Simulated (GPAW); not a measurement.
**Sb in GPAW: the effect of strain biaxial xy**

Sb:

```xyz
2
Lattice="2.0680 1.1940 3.7580 -2.0680 1.1940 3.7580 0.0000 -2.3880 3.7580" Properties=species:S:1:pos:R:3 pbc="T T T"
Sb    0.0000    0.0000    8.6416
Sb    0.0000    0.0000    2.6324
```

Alike in all runs:

- Program: GPAW 26.7.0
- Task: single point
- Functional: PBEsol
- Potentials or basis: PAW data sets generated in the run's folder for this functional
- Cutoff: 600 eV
- Basis: pw
- k mesh: 7 × 7 × 7
- Occupations: fermi-dirac, width 0.05 eV
- Spin: no spin polarisation
- Maxiter: 150

Problem. One run gave: gap on the mesh 0.37 eV; pressure -1.4 GPa. Which strain biaxial xy did it use?
A. 0.02
B. -0.01
C. 0.01
D. 0.04
E. -0.04

Solution. C.

```csv
strain biaxial xy,gap on the mesh (eV),pressure (GPa)
-0.04,0.03,5.7
-0.02,0.24,2.5
-0.01,0.30,1.0
0,0.34,-0.2
0.01,0.37,-1.4
0.02,0.40,-2.5
0.04,0.45,-4.3
```

Caveats: the density grid can change from cell to cell, which puts small steps into energies and stress; spin-orbit coupling is left out, which moves the levels of the heavy elements; an odd mesh through Γ misses points on the zone boundary, where band edges often lie.

Runs at the PBE level aren't shown here.
